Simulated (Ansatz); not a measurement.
Write the native input for Ansatz 0.2.0 that does the following.

- Task: band structure
- Functional: HISS
- Potentials or basis: Ansatz PAW
- Cutoff: 420 eV (not typed: the program's choice for these potentials)
- k mesh: 6 × 6 × 6
- Occupations: fermi-dirac, width 0.05 eV
- Spin: no spin polarisation
- Path: [["G", "X", "W", "K", "G", "L", "U", "W", "L", "K"], ["U", "X"]]
- Points for each segment of the path: 4

BAs:

```xyz
2
Lattice="0.0000 2.3885 2.3885 2.3885 0.0000 2.3885 2.3885 2.3885 0.0000" Properties=species:S:1:pos:R:3 pbc="T T T"
As    3.5827    3.5827    3.5827
B     0.0000    0.0000    0.0000
```

These files were run (other wordings do the same):

input.yaml

```yaml
crystal:
  lattice:
    - [0.0, 2.3885, 2.3885]
    - [2.3885, 0.0, 2.3885]
    - [2.3885, 2.3885, 0.0]
  atoms:
    - { symbol: As, position: [0.75, 0.75, 0.75] }
    - { symbol: B, position: [0.0, 0.0, 0.0] }
hamiltonian:
  xc: hiss
  pseudopotentials: { kind: paw }
kpoints:
  mp_grid: { grid: [6, 6, 6] }
  band_path:
    path:
      - [[0.0, 0.0, 0.0], [0.5, 0.0, 0.5], [0.5, 0.25, 0.75], [0.375, 0.375, 0.75], [0.0, 0.0, 0.0], [0.5, 0.5, 0.5], [0.625, 0.25, 0.625], [0.5, 0.25, 0.75], [0.5, 0.5, 0.5], [0.375, 0.375, 0.75]]
      - [[0.625, 0.25, 0.625], [0.5, 0.0, 0.5]]
    npoints: 4
scf:
  occupations: { method: fermi_dirac, width: 0.05 }
  exx: { singularity: none }
  n_extra_bands: 6
output:
  forces: true
  stress: true
  eigenvalues: true
  fatbands: false
```

Potentials or basis: Ansatz PAW.

The run is started by

```bash
$ ansatz run input.yaml --threads 2 --pin off --max-ram 5632MiB --backend cpu --events-out ev --progress --plain --runs-dir out
```

It gave:

The pressure is -2.4 GPa. The band gap on the k mesh is 2.27 eV, indirect (least direct gap 4.55 eV) and the band gap along the path is 2.17 eV, indirect (least direct gap 4.55 eV).

Caveat: the k mesh misses the band edges, so the gap on the mesh is wider than the one along the path; the PAW data sets come from PBE, with cores solved anew for the run's functional, which leaves a small shift of forces and pressure; the thresholds are loose for stress.

It took 100 s on 2 threads of Arm Neoverse V2, on a shared host, peak memory 0.94 GiB.
